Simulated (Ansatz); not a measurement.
# What a change of settings does to a run on Cl

The cell was built from the diamond type and relaxed in the same program; it needn't be a known or the stable phase. The listed cell was then made from it by scaling, straining or moving an atom.

First run: DFT, PBE, all-electron LAPW, scalar-relativistic (Ansatz 0.2.0).

Command: `ansatz run input.yaml --threads 1 --pin off --max-ram 2048MiB --backend cpu --events-out ev --progress --plain --runs-dir out` The run took 15 s on 1 thread of Intel(R) Xeon(R) Platinum 8259CL CPU @ 2.50GHz (Skylake/Cascade Lake), with other jobs on the host.

```yaml
crystal:
  lattice:
    - [0.0, 3.1809943143, 3.1809943143]
    - [3.1809943143, 0.0, 3.1809943143]
    - [3.1809943143, 3.1809943143, 0.0]
  atoms:
    - { symbol: Cl, position: [0.0, 0.0, 0.0] }
    - { symbol: Cl, position: [0.25, 0.25, 0.25] }
kpoints:
  mp_grid: { grid: [14, 14, 14] }
scf:
  occupations: { method: fermi_dirac, width: 0.08 }
hamiltonian:
  xc: pbe
  pseudopotentials: { kind: all_electron, lapw: { basis_error: 0.001 } }
output:
  forces: true
  stress: true
  eigenvalues: true
```

Result: converged; pressure 1.03 GPa; no gap on the k mesh; 5 SCF iterations.

A second run of a changed input logged this at its end:

```
       -0.000000       0.000000       6.141456
  P = ⅓ Tr σ = 6.1415 GPa (61.415 kbar)
--- Band table (eV; the first three rows and the last of 104) ---
  k-point 0: bands = ["-246.3011", "-246.3011", "-185.2028", "-185.2028", "-185.2028", "-185.2028", "-185.2028", "-185.2028", "-22.3965", "-22.3965", "-22.3965", "-20.4420", "-20.4420", "-20.4420", "-15.1879", "-12.5981", "6.8770", "10.6616", "10.6616"]
  k-point 1: bands = ["-246.3014", "-246.3012", "-185.2028", "-185.2028", "-185.2028", "-185.2028", "-185.2028", "-185.2028", "-22.4460", "-22.4236", "-22.4236", "-20.4973", "-20.4076", "-20.4076", "-15.0876", "-12.6017", "6.9823", "10.5605", "10.5605"]
  k-point 2: bands = ["-246.3022", "-246.3016", "-185.2029", "-185.2029", "-185.2028", "-185.2028", "-185.2028", "-185.2028", "-22.5925", "-22.4946", "-22.4946", "-20.6118", "-20.3161", "-20.3161", "-14.8314", "-12.6136", "7.2737", "10.3760", "10.3760"]
  k-point 103: bands = ["-246.3054", "-246.3054", "-185.2031", "-185.2031", "-185.2030", "-185.2030", "-185.2027", "-185.2027", "-23.3583", "-23.3583", "-22.1611", "-22.1611", "-19.3164", "-19.3164", "-13.1026", "-13.1026", "8.5099", "8.5099", "12.0048"]
Occupation matrices written to <dir>
```

Task: What was wrong with the input?

Result: An enormous or negative U, by this change (others could give a like log):
```diff
@@ -11,7 +11,9 @@
 scf:
   occupations: { method: fermi_dirac, width: 0.08 }
+  max_iter: 100
 hamiltonian:
   xc: pbe
   pseudopotentials: { kind: all_electron, lapw: { basis_error: 0.001 } }
+  hubbard: { sites: [{ species: Cl, l: p, u_eff: 40.0 }] }
 output:
   forces: true
```
